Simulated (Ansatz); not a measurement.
# CoO: magnetic states

One table from this session's results is given with a row withheld; the runs are named, their logs left out.

Program: Ansatz 0.2.0. Level of theory: DFT PBE+U, scalar-relativistic, plane waves, PAW. These are calculated values, not measurements.

## Starting point

Symmetry: F-43m, No. 216, cubic system. The conventional cell has a = 4.421 Å, b = 4.421 Å, c = 4.421 Å, α = 90.00°, β = 90.00°, γ = 90.00°. Co (site symmetry -43m) is surrounded by 4 O at 1.91 Å. O (site symmetry -43m) is surrounded by 4 Co at 1.91 Å.

As a file:

```
CELL_PARAMETERS angstrom
0.00000 2.21033 2.21033
2.21033 0.00000 2.21033
2.21033 2.21033 0.00000
ATOMIC_POSITIONS crystal
Co 0.00000 0.00000 0.00000
O 0.25000 0.25000 0.25000
```

This is a hypothetical structure, made by putting the elements on a prototype's sites.

The first run:

(A quick probe on a coarse mesh, which set the mesh and smearing, is not shown.)

The input, input.yaml:

```yaml
crystal:
  lattice:
    - [0.0, 2.2103298239, 2.2103298239]
    - [2.2103298239, 0.0, 2.2103298239]
    - [2.2103298239, 2.2103298239, 0.0]
  atoms:
    - { symbol: Co, position: [0.0, 0.0, 0.0], spin: 2.64 }
    - { symbol: O, position: [0.25, 0.25, 0.25], spin: 0.26 }
basis:
  ecutwfc: 420
kpoints:
  mp_grid: { grid: [8, 8, 8] }
hamiltonian:
  xc: pbe
  hubbard: { sites: [{ species: Co, l: d, u_eff: 3.32 }] }
scf:
  occupations: { method: gaussian, width: 0.1 }
output:
  forces: true
  stress: true
  eigenvalues: true
  populations: true
magnetization:
  spin_polarized: true
relax:
  adjacent_minimum: "off"
  f_tol: 0.05
  max_steps: 80
  cell: { stress_tol: 0.5 }
```

Command:

```console
$ ansatz run input.yaml --threads 1 --pin off --max-ram 2560MiB --backend cpu --events-out ev --progress --plain --runs-dir out
```

Steps of the session up to this table: A loose first relaxation; The relaxation; Start: no spin polarisation; Magnetic start: ferromagnetic; Magnetic start: large parallel starting moments; Start: antiferromagnetic, doubled cell, propagation vector (0, 0, 1/2); Magnetic start: antiferromagnetic, doubled cell, propagation vector (0, 1/2, 1/2); Start: small parallel starting moments.

One of the session's tables, all rows but one given; the rest of the session is left out.

It belongs to the step «Which state is lowest». 

| start | energy above the lowest (meV/atom) | gap on the mesh (eV) | pressure (GPa) |
| --- | --- | --- | --- |
| antiferromagnetic, doubled cell, propagation vector (0, 1/2, 1/2) | 0.00 | 1.04 | -2.5 |
| antiferromagnetic, doubled cell, propagation vector (0, 0, 1/2) | ? | ? | ? |
| ferromagnetic | 45.8 | 0.43 | 0.0 |
| large parallel starting moments | 45.8 | 0.43 | 0.0 |
| small parallel starting moments | 45.8 | 0.43 | 0.0 |
| no spin | 1254 | metal | -21.6 |

Q: Estimate the row for antiferromagnetic, doubled cell, propagation vector (0, 0, 1/2) from the others.

As computed: energy above the lowest (meV/atom): 8.12; gap on the mesh (eV): 0.98; pressure (GPa): -2.1. In the column «energy above the lowest (meV/atom)» it lies between antiferromagnetic, doubled cell, propagation vector (0, 1/2, 1/2) (0.00) and ferromagnetic (45.8).

Limits of these values: The magnetic state reached may not be the lowest one. Warnings in the runs' records: minimisation memory short, look outside group, filled band counts differ across k points, given moment on shells.
